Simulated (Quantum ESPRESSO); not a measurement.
Write the native input for Quantum ESPRESSO 7.5 that does the following.

```
Task                : single point
Functional          : PBE
Potentials or basis : SSSP 1.3 efficiency PBE
Cutoff              : 816 eV
Density cutoff      : 5987 eV
k mesh              : 10 × 10 × 2
Occupations         : fermi-dirac, width 0.05 eV
Spin                : no spin polarisation
Mixing beta         : 0.5
Most SCF iterations : 120
SCF threshold       : 6e-10 Ry
```

MoS2, a slab with vacuum:

```xyz
3
Lattice="3.1841 0.0000 0.0000 -1.5921 2.7575 0.0000 0.0000 0.0000 17.3346" Properties=species:S:1:pos:R:3 pbc="T T T"
Mo    0.0313   -0.0382   -0.0082
S     0.0027    1.8229   15.7841
S    -0.0186    1.8067    1.5519
```

The cell isn't the ideal one: atoms moved at random, drawn with an rms of 0.05 Å.

One way to write it, as run:

pw.in

```
&CONTROL
  calculation = 'scf'
  prefix = 'pwscf'
  outdir = './tmp'
  pseudo_dir = './pseudo'
  tprnfor = .true.
  tstress = .true.
  disk_io = 'nowf'
/
&SYSTEM
  ibrav = 0
  nat = 3
  ntyp = 2
  ecutwfc = 60
  ecutrho = 440
  nbnd = 20
  occupations = 'smearing'
  smearing = 'fd'
  degauss = 0.00367493
/
&ELECTRONS
  conv_thr = 6d-10
  electron_maxstep = 120
  mixing_beta = 0.5
/
ATOMIC_SPECIES
Mo    95.9500 Mo_ONCV_PBE-1.0.oncvpsp.upf
S     32.0600 s_pbe_v1.4.uspp.F.UPF
CELL_PARAMETERS angstrom
   3.1841260822    0.0000000000    0.0000000000
  -1.5920630411    2.7575340760    0.0000000000
   0.0000000000    0.0000000000   17.3345999500
ATOMIC_POSITIONS crystal
Mo     0.0028990000   -0.0138400000   -0.0004740000
S      0.3313860000    0.6610750000    0.9105550000
S      0.3217360000    0.6551810000    0.0895260000
K_POINTS automatic
10 10 2 0 0 0
```

Potentials or basis: SSSP 1.3 efficiency PBE.

Launch:

```console
$ OMP_NUM_THREADS=1 pw.x -in pw.in > pw.out
```

It gave:

```json
{
 "Largest force": "0.887 eV/Å",
 "Band gap on the k mesh": "1.73 eV, indirect (least direct gap 1.91 eV)"
}
```

It took 4.6 min on 1 thread of Arm Neoverse V2 (shared host), peak memory 0.85 GiB.
